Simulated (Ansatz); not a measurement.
The system is ZnSe (Stilleite).

```
Se Zn
1.0
     0.00000    2.83380    2.83380
     2.83380    0.00000    2.83380
     2.83380    2.83380    0.00000
Se Zn
1 1
Direct
  0.75000 0.75000 0.75000
  0.00000 0.00000 0.00000
```

| Item | Value |
| --- | --- |
| Program | Ansatz 0.2.0 |
| Task | relaxation of cell and atoms |
| Functional | PBE |
| Potentials or basis | all-electron LAPW, scalar-relativistic |
| Basis error allowed | 0.001 eV/atom |
| k mesh | 8 × 8 × 8 |
| Occupations | fermi-dirac, width 0.05 eV |
| Spin | no spin polarisation |

At the start: volume 22.76 Å³/atom.

How do energy, volume and symmetry change on relaxing?

Over 4 steps the energy falls by 5.2 meV/atom and the volume is 23.55 Å³/atom (+3.5 %); space group F-43m (No. 216, to 0.05 Å).

The path:
```csv
step,energy change (eV),largest force (eV/Å),volume (Å³)
1,0.0000,0.0000,45.51
2,-0.0096,0.0000,46.69
3,-0.0103,0.0000,47.09
4,-0.0103,0.0000,47.09
```

Final structure:
```xyz
2
Lattice="0.0000 2.8662 2.8662 2.8662 0.0000 2.8662 2.8662 2.8662 0.0000" Properties=species:S:1:pos:R:3 pbc="T T T"
Se    4.2993    4.2993    4.2993
Zn    0.0000    0.0000    0.0000
```
